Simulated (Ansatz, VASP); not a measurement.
Rh: VASP beside Ansatz

```
CELL_PARAMETERS angstrom
2.68232 0.00000 0.00000
0.00000 2.68232 0.00000
0.00000 0.00000 22.69006
ATOMIC_POSITIONS crystal
Rh 0.50000 0.50000 0.37461
Rh 0.00000 0.00000 0.45820
Rh 0.50000 0.50000 0.54239
Rh 0.00000 0.00000 0.62381
```

Alike in both runs: functional PBE; dispersion D3(BJ); k mesh 11 × 11 × 1; occupations gaussian, width 0.1 eV; no spin polarisation.

Ansatz relaxed the structure, and its values are those at the end. VASP's run is a single point on that final structure, the one shown.

|  | VASP | Ansatz |
| --- | --- | --- |
| version | VASP 6.6.1 | Ansatz 0.2.0 |
| potentials or method | VASP PAW PBE potentials, release 64 (Rh_pv) | scalar-relativistic, plane waves, PAW |
| plane-wave cutoff (eV) | 520 | 420 |
| valence electrons in the cell | 60 | 68 |

```tsv
	VASP	Ansatz	Ansatz less VASP
gap on the k mesh at the Fermi level (eV)	none	none	-
rms of the force components (eV/Å)	0.149	0.149	-0.0002
```

A gap of «none» marks a metal or a gap that the smearing closes. The two sets of potentials don't hold the same shells in valence. Ansatz warned: «xc_potential_rough_in_thin_density».
